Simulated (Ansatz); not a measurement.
# C: energy and stress against strain

The task, for C: strain the cell along the Voigt pattern (1, 1, 0, 0, 0, 0).

A COD entry behind a cell of this session may itself be a prediction, so a difference from it is no test against experiment.

Program: Ansatz 0.2.0. Level of theory: DFT PBE, scalar-relativistic, plane waves, PAW. These are calculated values, not measurements.

1 further run of the same task is left out (set aside as unsound or not needed).

## (1) Starting point

The structure is hexagonal, space group P6_3/mmc (No. 194). Conventional cell: a = 2.512 Å, b = 2.512 Å, c = 4.180 Å, α = 90.00°, β = 90.00°, γ = 120.00°. C (site symmetry 3m) is surrounded by 4 C at 1.54 to 1.57 Å.

Structure file:

```
CELL_PARAMETERS angstrom
2.51156 0.00000 0.00000
-1.25578 2.17508 0.00000
0.00000 0.00000 4.18036
ATOMIC_POSITIONS crystal
C 0.33333 0.66667 0.06273
C 0.66667 0.33333 0.56273
C 0.33333 0.66667 0.43727
C 0.66667 0.33333 0.93727
```

This cell was relaxed beforehand with the same method: volume 5.71 Å³/atom, gap on the mesh 3.35 eV.

## (2) Zero of energy

The reference gives a free energy of -1003.1334 eV, pressure 0.00 GPa, largest force 0.000 eV/Å and gap on the mesh 3.35 eV. It was computed beforehand with the settings of the runs below.

## (3) Setting up energy and stress against strain

The cell is strained by ε times the Voigt pattern (1, 1, 0, 0, 0, 0) (xx, yy, zz, yz, xz, xy; engineering shear), with fractional coordinates fixed (clamped ions). The stress on the pattern is the sum of the stress components weighted by it, tension positive.

## (4) At ε = -0.1500

File input.yaml:

```yaml
crystal:
  lattice:
    - [2.1348290189, 0.0, 0.0]
    - [-1.0674145095, 1.8488161632, 0.0]
    - [0.0, 0.0, 4.1803567988]
  atoms:
    - { symbol: C, position: [0.3333333333, 0.6666666667, 0.0627318025] }
    - { symbol: C, position: [0.6666666667, 0.3333333333, 0.5627318025] }
    - { symbol: C, position: [0.3333333333, 0.6666666667, 0.4372681975] }
    - { symbol: C, position: [0.6666666667, 0.3333333333, 0.9372681975] }
basis:
  ecutwfc: 420
kpoints:
  mp_grid: { grid: [12, 12, 6] }
hamiltonian:
  xc: pbe
scf:
  occupations: { method: gaussian, width: 0.05 }
output:
  forces: true
  stress: true
  eigenvalues: true
```

Started as:

```bash
$ ansatz run input.yaml --threads 1 --pin off --max-ram 2560MiB --backend cpu --events-out ev --progress --plain --runs-dir out
```

Standard output (excerpt; [...] marks lines left out):

```text
Warning: RAYON_NUM_THREADS=1 ignored (pool sized by the plan → 1); use --threads N
[...]
Pseudopotentials: kind: paw
Pseudopotential: C, paw, valence charge 4, recommended cutoff 420 eV (normal), C.paw.azcp
Functional definition: PBE
[...]
Crystal: 4 atoms, lattice volume = 16.499 Å³
Basis set: ecut = 420 eV, 325 PW (Γ), exchange–correlation on 30×30×60 points (8 copies of the dense FFT grid, shifted against one another)
Bands: 12, of which v1, the nominal top of the filled ones, is band 8 counted from 1 (7 counted from 0)
Symmetry: 24 space group operations
Space group: P63/mmc (ITA 194), of the structure as read, at distance tolerance 2.5e-5 Å
k-points: 76 of 864
[...]
SCF iter   1: F=—  HF=-997.082576 eV  |F-HF|=—  |Δ(HF+E_count)|=         —  Δρ=1.88e-2  dr2=2.74e-2  ethr=1.77e-3  ⟨swp⟩=5.9  Hψ=5651  notcnv=0
[...]
SCF iter   6: F=-997.076127 eV  HF=-997.076127 eV  |F-HF|=5.24e-11  |Δ(HF+E_count)|=   1.41e-9  Δρ=8.24e-7  dr2=4.00e-11  ethr=3.14e-11  ⟨swp⟩=2.2  Hψ=3531  notcnv=0
[...]
SCF converged after 6 iterations
Free energy (F): -997.076127 eV
[...]
E sigma→0 (E₀):  -997.076126 eV
Entropy (-TS):   -0.000002 eV (-0.000 meV/atom)
Fermi energy:    20.725380 eV
[...]
--- Forces (eV/Å), atoms counted from 1 ---
  atom   1  C     -0.00000000    -0.00000000     2.99297017
  atom   2  C      0.00000000     0.00000000     2.99297017
  atom   3  C     -0.00000000    -0.00000000    -2.99297017
  atom   4  C      0.00000000     0.00000000    -2.99297017
[...]
--- Stress (GPa, compression-positive) ---
      400.233990      -0.000000       0.000000
       -0.000000     400.233990       0.000000
        0.000000       0.000000      28.761529
  P = ⅓ Tr σ = 276.4098 GPa (2764.098 kbar)
--- Band table (eV; the first three rows and the last of 76) ---
  k-point 0: bands = ["-6.5774", "-1.5444", "2.2536", "18.0939", "18.2949", "18.2949", "20.6209", "20.6209", "20.8220", "28.3315", "28.3315", "32.1992"]
[...]
```

Wall time 0.67 s (1 thread of Intel Xeon 6975P-C (Granite Rapids), shared host); peak memory 0.31 GiB.

## (5) Point ε = 0.1125

Changes to input.yaml since step 4:

```diff
@@ -2,4 +2,4 @@
   lattice:
-    - [2.1348290189, 0.0, 0.0]
-    - [-1.0674145095, 1.8488161632, 0.0]
+    - [2.7941144513, 0.0, 0.0]
+    - [-1.3970572256, 2.4197740959, 0.0]
     - [0.0, 0.0, 4.1803567988]
```

Started as:

```bash
$ ansatz run input.yaml --threads 1 --pin off --max-ram 2560MiB --backend cpu --events-out ev --progress --plain --runs-dir out
```

Standard output (excerpt; [...] marks lines left out):

```text
[...]
SCF converged after 6 iterations
Free energy (F): -1001.382637 eV
[...]
E sigma→0 (E₀):  -1001.382637 eV
Fermi energy:    11.377240 eV
[...]
--- Forces (eV/Å), atoms counted from 1 ---
  atom   1  C      0.00000000    -0.00000000     0.29379608
  atom   2  C     -0.00000000     0.00000000     0.29379608
  atom   3  C      0.00000000    -0.00000000    -0.29379608
  atom   4  C     -0.00000000     0.00000000    -0.29379608
[...]
--- Stress (GPa, compression-positive) ---
      -84.801405      -0.000000       0.000000
       -0.000000     -84.801405       0.000000
        0.000000       0.000000       0.158544
  P = ⅓ Tr σ = -56.4814 GPa (-564.814 kbar)
--- Band table (eV; the first three rows and the last of 76) ---
  k-point 0: bands = ["-9.1328", "-3.2522", "-1.7586", "6.5946", "6.5946", "9.1961", "10.1303", "10.1303", "13.3371", "13.4350", "13.4350", "16.3864"]
[...]
```

Run time: 0.77 s. Hardware: 1 thread of Intel Xeon 6975P-C (Granite Rapids), shared host; peak memory 0.36 GiB.

## (6) At ε = -0.0750

Changes to input.yaml since step 5:

```diff
@@ -2,4 +2,4 @@
   lattice:
-    - [2.7941144513, 0.0, 0.0]
-    - [-1.3970572256, 2.4197740959, 0.0]
+    - [2.3231962853, 0.0, 0.0]
+    - [-1.1615981426, 2.0119470011, 0.0]
     - [0.0, 0.0, 4.1803567988]
```

Started as:

```bash
$ ansatz run input.yaml --threads 1 --pin off --max-ram 2560MiB --backend cpu --events-out ev --progress --plain --runs-dir out
```

Standard output (excerpt; [...] marks lines left out):

```text
[...]
SCF converged after 6 iterations
Free energy (F): -1001.890862 eV
[...]
E sigma→0 (E₀):  -1001.890862 eV
Fermi energy:    17.845567 eV
[...]
--- Forces (eV/Å), atoms counted from 1 ---
  atom   1  C      0.00000000    -0.00000000     0.71367815
  atom   2  C     -0.00000000     0.00000000     0.71367815
  atom   3  C      0.00000000    -0.00000000    -0.71367815
  atom   4  C     -0.00000000     0.00000000    -0.71367815
[...]
--- Stress (GPa, compression-positive) ---
      137.864508      -0.000000       0.000000
       -0.000000     137.864508       0.000000
        0.000000       0.000000       6.030689
  P = ⅓ Tr σ = 93.9199 GPa (939.199 kbar)
--- Band table (eV; the first three rows and the last of 76) ---
  k-point 0: bands = ["-7.4772", "-2.1822", "1.0061", "13.8423", "13.8423", "15.6154", "16.5508", "16.5508", "19.8205", "22.8135", "22.8135", "27.0536"]
[...]
```

Wall time 0.58 s (1 thread of Intel Xeon 6975P-C (Granite Rapids), shared host); peak memory 0.34 GiB.

## (7) Point ε = 0.0375

Changes to input.yaml since step 6:

```diff
@@ -2,4 +2,4 @@
   lattice:
-    - [2.3231962853, 0.0, 0.0]
-    - [-1.1615981426, 2.0119470011, 0.0]
+    - [2.6057471849, 0.0, 0.0]
+    - [-1.3028735924, 2.256643258, 0.0]
     - [0.0, 0.0, 4.1803567988]
```

Started as:

```bash
$ ansatz run input.yaml --threads 1 --pin off --max-ram 2560MiB --backend cpu --events-out ev --progress --plain --runs-dir out
```

Standard output (excerpt; [...] marks lines left out):

```text
Warning: RAYON_NUM_THREADS=1 ignored (pool sized by the plan → 1); use --threads N
[...]
[... 3 set-up lines as earlier in the session ...]
[...]
Crystal: 4 atoms, lattice volume = 24.582 Å³
Basis set: ecut = 420 eV, 487 PW (Γ), exchange–correlation on 36×36×60 points (8 copies of the dense FFT grid, shifted against one another)
Bands: 12, of which v1, the nominal top of the filled ones, is band 8 counted from 1 (7 counted from 0)
[... 1 set-up line as earlier in the session ...]
Space group: P63/mmc (ITA 194), of the structure as read, at distance tolerance 2.9e-5 Å
k-points: 76 of 864
[...]
SCF iter   1: F=—  HF=-1002.899835 eV  |F-HF|=—  |Δ(HF+E_count)|=         —  Δρ=2.44e-3  dr2=6.30e-4  ethr=1.77e-3  ⟨swp⟩=5.6  Hψ=5288  notcnv=0
[...]
SCF iter   6: F=-1002.899805 eV  HF=-1002.899805 eV  |F-HF|=2.73e-12  |Δ(HF+E_count)|=  7.45e-11  Δρ=3.75e-7  dr2=1.67e-11  ethr=1.74e-11  ⟨swp⟩=1.4  Hψ=2753  notcnv=0
[...]
SCF converged after 6 iterations
Free energy (F): -1002.899805 eV
[...]
E sigma→0 (E₀):  -1002.899805 eV
Fermi energy:    14.011711 eV
[...]
--- Forces (eV/Å), atoms counted from 1 ---
  atom   1  C     -0.00000000    -0.00000000    -0.02366130
  atom   2  C      0.00000000     0.00000000    -0.02366130
  atom   3  C     -0.00000000    -0.00000000     0.02366130
  atom   4  C      0.00000000     0.00000000     0.02366130
[...]
--- Stress (GPa, compression-positive) ---
      -40.179060       0.000000       0.000000
       -0.000000     -40.179060       0.000000
        0.000000       0.000000      -0.520925
  P = ⅓ Tr σ = -26.9597 GPa (-269.597 kbar)
--- Band table (eV; the first three rows and the last of 76) ---
  k-point 0: bands = ["-8.5414", "-2.8859", "-0.6794", "8.9924", "8.9924", "11.7048", "12.2195", "12.2195", "16.6065", "16.6065", "18.2506", "18.4646"]
[...]
```

Wall time 0.66 s (1 thread of Intel Xeon 6975P-C (Granite Rapids), shared host); peak memory 0.34 GiB.

## (8) ε = 0.1500

Changes to input.yaml since step 7:

```diff
@@ -2,4 +2,4 @@
   lattice:
-    - [2.6057471849, 0.0, 0.0]
-    - [-1.3028735924, 2.256643258, 0.0]
+    - [2.8882980845, 0.0, 0.0]
+    - [-1.4441490422, 2.5013395149, 0.0]
     - [0.0, 0.0, 4.1803567988]
```

Started as:

```bash
$ ansatz run input.yaml --threads 1 --pin off --max-ram 2560MiB --backend cpu --events-out ev --progress --plain --runs-dir out
```

Standard output (excerpt; [...] marks lines left out):

```text
Warning: RAYON_NUM_THREADS=1 ignored (pool sized by the plan → 1); use --threads N
[...]
[... 3 set-up lines as earlier in the session ...]
[...]
Crystal: 4 atoms, lattice volume = 30.201 Å³
Basis set: ecut = 420 eV, 589 PW (Γ), exchange–correlation on 40×40×60 points (8 copies of the dense FFT grid, shifted against one another)
Bands: 12, of which v1, the nominal top of the filled ones, is band 8 counted from 1 (7 counted from 0)
[... 1 set-up line as earlier in the session ...]
Space group: P63/mmc (ITA 194), of the structure as read, at distance tolerance 3.1e-5 Å
k-points: 76 of 864
[...]
SCF iter   1: F=—  HF=-1000.289660 eV  |F-HF|=—  |Δ(HF+E_count)|=         —  Δρ=3.98e-3  dr2=2.09e-3  ethr=1.77e-3  ⟨swp⟩=4.6  Hψ=4577  notcnv=0
[...]
SCF iter   6: F=-1000.289742 eV  HF=-1000.289742 eV  |F-HF|=5.84e-11  |Δ(HF+E_count)|=   7.35e-9  Δρ=3.47e-7  dr2=2.82e-11  ethr=1.05e-11  ⟨swp⟩=1.1  Hψ=2734  notcnv=0
[...]
SCF converged after 6 iterations
Free energy (F): -1000.289742 eV
[...]
E sigma→0 (E₀):  -1000.289742 eV
Fermi energy:    10.212004 eV
[...]
--- Forces (eV/Å), atoms counted from 1 ---
  atom   1  C      0.00000000    -0.00000000     0.55428966
  atom   2  C      0.00000000     0.00000000     0.55428966
  atom   3  C      0.00000000    -0.00000000    -0.55428966
  atom   4  C     -0.00000000     0.00000000    -0.55428966
[...]
--- Stress (GPa, compression-positive) ---
      -94.850813      -0.000000      -0.000000
        0.000000     -94.850813       0.000000
       -0.000000       0.000000       0.697638
  P = ⅓ Tr σ = -63.0013 GPa (-630.013 kbar)
--- Band table (eV; the first three rows and the last of 76) ---
  k-point 0: bands = ["-9.4051", "-3.4156", "-2.3006", "5.5813", "5.5813", "8.0211", "9.2594", "9.2594", "11.2033", "12.0674", "12.0674", "14.7571"]
[...]
```

Wall time 0.83 s (1 thread of Intel Xeon 6975P-C (Granite Rapids), shared host); peak memory 0.35 GiB.

## (9) At ε = -0.1125

Changes to input.yaml since step 8:

```diff
@@ -2,4 +2,4 @@
   lattice:
-    - [2.8882980845, 0.0, 0.0]
-    - [-1.4441490422, 2.5013395149, 0.0]
+    - [2.2290126521, 0.0, 0.0]
+    - [-1.114506326, 1.9303815821, 0.0]
     - [0.0, 0.0, 4.1803567988]
```

Started as:

```bash
$ ansatz run input.yaml --threads 1 --pin off --max-ram 2560MiB --backend cpu --events-out ev --progress --plain --runs-dir out
```

Standard output (excerpt; [...] marks lines left out):

```text
[...]
SCF converged after 6 iterations
Free energy (F): -1000.049538 eV
[...]
E sigma→0 (E₀):  -1000.049538 eV
Fermi energy:    19.376819 eV
[...]
--- Forces (eV/Å), atoms counted from 1 ---
  atom   1  C      0.00000000    -0.00000000     1.59017778
  atom   2  C      0.00000000     0.00000000     1.59017778
  atom   3  C      0.00000000    -0.00000000    -1.59017778
  atom   4  C      0.00000000     0.00000000    -1.59017778
[...]
--- Stress (GPa, compression-positive) ---
      248.848550      -0.000000       0.000000
       -0.000000     248.848550       0.000000
        0.000000       0.000000      14.024416
  P = ⅓ Tr σ = 170.5738 GPa (1705.738 kbar)
--- Band table (eV; the first three rows and the last of 76) ---
  k-point 0: bands = ["-7.0518", "-1.8850", "1.6123", "15.9190", "15.9190", "16.8789", "18.4386", "18.4386", "20.3141", "25.4033", "25.4033", "29.4743"]
[...]
```

It took 0.63 s on 1 thread of Intel Xeon 6975P-C (Granite Rapids), shared host; peak memory 0.32 GiB.

## (10) ε = 0.0750

Changes to input.yaml since step 9:

```diff
@@ -2,4 +2,4 @@
   lattice:
-    - [2.2290126521, 0.0, 0.0]
-    - [-1.114506326, 1.9303815821, 0.0]
+    - [2.6999308181, 0.0, 0.0]
+    - [-1.349965409, 2.3382086769, 0.0]
     - [0.0, 0.0, 4.1803567988]
```

Started as:

```bash
$ ansatz run input.yaml --threads 1 --pin off --max-ram 2560MiB --backend cpu --events-out ev --progress --plain --runs-dir out
```

Standard output (excerpt; [...] marks lines left out):

```text
[...]
SCF converged after 6 iterations
Free energy (F): -1002.281232 eV
[...]
E sigma→0 (E₀):  -1002.281232 eV
Fermi energy:    12.670874 eV
[...]
--- Forces (eV/Å), atoms counted from 1 ---
  atom   1  C     -0.00000000    -0.00000000     0.08955760
  atom   2  C     -0.00000000     0.00000000     0.08955760
  atom   3  C      0.00000000    -0.00000000    -0.08955760
  atom   4  C     -0.00000000     0.00000000    -0.08955760
[...]
--- Stress (GPa, compression-positive) ---
      -67.372097      -0.000000       0.000000
       -0.000000     -67.372097       0.000000
        0.000000       0.000000      -0.326251
  P = ⅓ Tr σ = -45.0235 GPa (-450.235 kbar)
--- Band table (eV; the first three rows and the last of 76) ---
  k-point 0: bands = ["-8.8460", "-3.0766", "-1.2199", "7.7260", "7.7260", "10.4280", "11.1119", "11.1119", "14.9433", "14.9433", "15.7475", "17.5146"]
[...]
```

Wall time 0.69 s (1 thread of Intel Xeon 6975P-C (Granite Rapids), shared host); peak memory 0.35 GiB.

## (11) At ε = -0.0375

Changes to input.yaml since step 10:

```diff
@@ -2,4 +2,4 @@
   lattice:
-    - [2.6999308181, 0.0, 0.0]
-    - [-1.349965409, 2.3382086769, 0.0]
+    - [2.4173799185, 0.0, 0.0]
+    - [-1.2086899592, 2.09351242, 0.0]
     - [0.0, 0.0, 4.1803567988]
```

Started as:

```bash
$ ansatz run input.yaml --threads 1 --pin off --max-ram 2560MiB --backend cpu --events-out ev --progress --plain --runs-dir out
```

Standard output (excerpt; [...] marks lines left out):

```text
Warning: RAYON_NUM_THREADS=1 ignored (pool sized by the plan → 1); use --threads N
[...]
[... 3 set-up lines as earlier in the session ...]
[...]
Crystal: 4 atoms, lattice volume = 21.156 Å³
Basis set: ecut = 420 eV, 391 PW (Γ), exchange–correlation on 36×36×60 points (8 copies of the dense FFT grid, shifted against one another)
Bands: 12, of which v1, the nominal top of the filled ones, is band 8 counted from 1 (7 counted from 0)
[... 1 set-up line as earlier in the session ...]
Space group: P63/mmc (ITA 194), of the structure as read, at distance tolerance 2.8e-5 Å
k-points: 76 of 864
[...]
SCF iter   1: F=—  HF=-1002.853496 eV  |F-HF|=—  |Δ(HF+E_count)|=         —  Δρ=7.61e-3  dr2=6.55e-3  ethr=1.77e-3  ⟨swp⟩=5.8  Hψ=5344  notcnv=0
[...]
SCF iter   6: F=-1002.851334 eV  HF=-1002.851334 eV  |F-HF|=3.54e-11  |Δ(HF+E_count)|=  1.76e-10  Δρ=5.34e-7  dr2=1.90e-11  ethr=4.37e-11  ⟨swp⟩=1.6  Hψ=3062  notcnv=0
[...]
SCF converged after 6 iterations
Free energy (F): -1002.851334 eV
[...]
E sigma→0 (E₀):  -1002.851334 eV
Fermi energy:    16.427182 eV
[...]
--- Forces (eV/Å), atoms counted from 1 ---
  atom   1  C      0.00000000    -0.00000000     0.21889378
  atom   2  C     -0.00000000     0.00000000     0.21889378
  atom   3  C      0.00000000    -0.00000000    -0.21889378
  atom   4  C      0.00000000     0.00000000    -0.21889378
[...]
--- Stress (GPa, compression-positive) ---
       57.444388      -0.000000       0.000000
       -0.000000      57.444388       0.000000
        0.000000       0.000000       1.883107
  P = ⅓ Tr σ = 38.9240 GPa (389.240 kbar)
--- Band table (eV; the first three rows and the last of 76) ---
  k-point 0: bands = ["-7.8625", "-2.4436", "0.4273", "12.0218", "12.0218", "14.3188", "14.9115", "14.9115", "19.3268", "20.5095", "20.5095", "24.9047"]
[...]
```

Wall time 0.67 s (1 thread of Intel Xeon 6975P-C (Granite Rapids), shared host); peak memory 0.34 GiB.

## (12) At ε = 0.1312

Changes to input.yaml since step 11:

```diff
@@ -2,4 +2,4 @@
   lattice:
-    - [2.4173799185, 0.0, 0.0]
-    - [-1.2086899592, 2.09351242, 0.0]
+    - [2.8410806897, 0.0, 0.0]
+    - [-1.4205403448, 2.4604480515, 0.0]
     - [0.0, 0.0, 4.1803567988]
```

Started as:

```bash
$ ansatz run input.yaml --threads 1 --pin off --max-ram 2560MiB --backend cpu --events-out ev --progress --plain --runs-dir out
```

Standard output (excerpt; [...] marks lines left out):

```text
Warning: RAYON_NUM_THREADS=1 ignored (pool sized by the plan → 1); use --threads N
[...]
[... 3 set-up lines as earlier in the session ...]
[...]
Crystal: 4 atoms, lattice volume = 29.222 Å³
Basis set: ecut = 420 eV, 577 PW (Γ), exchange–correlation on 40×40×60 points (8 copies of the dense FFT grid, shifted against one another)
Bands: 12, of which v1, the nominal top of the filled ones, is band 8 counted from 1 (7 counted from 0)
[... 2 set-up lines as earlier in the session ...]
k-points: 76 of 864
[...]
SCF iter   1: F=—  HF=-1000.857427 eV  |F-HF|=—  |Δ(HF+E_count)|=         —  Δρ=3.80e-3  dr2=1.93e-3  ethr=1.77e-3  ⟨swp⟩=4.7  Hψ=4603  notcnv=0
[...]
SCF iter   6: F=-1000.857356 eV  HF=-1000.857356 eV  |F-HF|=2.00e-11  |Δ(HF+E_count)|=   5.56e-9  Δρ=4.95e-7  dr2=5.75e-11  ethr=1.14e-11  ⟨swp⟩=1.3  Hψ=2753  notcnv=0
[...]
SCF converged after 6 iterations
Free energy (F): -1000.857356 eV
[...]
E sigma→0 (E₀):  -1000.857356 eV
Fermi energy:    10.781253 eV
[...]
--- Forces (eV/Å), atoms counted from 1 ---
  atom   1  C     -0.00000000    -0.00000000     0.41855091
  atom   2  C      0.00000000     0.00000000     0.41855091
  atom   3  C     -0.00000000    -0.00000000    -0.41855091
  atom   4  C      0.00000000     0.00000000    -0.41855091
[...]
--- Stress (GPa, compression-positive) ---
      -90.611297       0.000000      -0.000000
        0.000000     -90.611297       0.000000
       -0.000000       0.000000       0.431914
  P = ⅓ Tr σ = -60.2636 GPa (-602.636 kbar)
--- Band table (eV; the first three rows and the last of 76) ---
  k-point 0: bands = ["-9.2702", "-3.3351", "-2.0282", "6.0760", "6.0760", "8.6025", "9.6833", "9.6833", "12.2402", "12.7371", "12.7371", "15.6216"]
[...]
```

Wall time 0.73 s (1 thread of Intel Xeon 6975P-C (Granite Rapids), shared host); peak memory 0.35 GiB.

## (13) Results of the scan

The scan, with free energies counted from the undisturbed cell:

```
      ε  ΔE (meV/atom)  stress on the pattern (GPa)  pressure (GPa)  gap on the mesh (eV)
-0.1500         1514.3                      -800.47           276.4                  0.20
-0.1125          771.0                      -497.70           170.6                  1.88
-0.0750          310.6                      -275.73            93.9                  2.59
-0.0375           70.5                      -114.89            38.9                  3.03
 0.0000            0.0                         0.01             0.0                  3.35
 0.0375           58.4                        80.36           -27.0                  3.58
 0.0750          213.0                       134.74           -45.0                  3.12
 0.1125          437.7                       169.60           -56.5                  2.49
 0.1312          569.0                       181.22           -60.3                  2.20
 0.1500          710.9                       189.70           -63.0                  1.91
```

## (14) Summary of results

| quantity | value |
| --- | --- |
| slope of the stress at ε = 0, over ±0.0375 | 2603 GPa |

**Reading.** The slope of the stress at zero strain, 2603 GPa, estimates C11 + C22 + 2 C12 with clamped ions in this Cartesian frame; letting the atoms relax could not make it stiffer. The step is wide, so higher orders mix in. The undisturbed cell stays the lowest of the sampled points. Compression costs more than tension: 1514.3 against 710.9 meV/atom at the ends. The gap on the mesh stays between 0.20 and 3.58 eV.
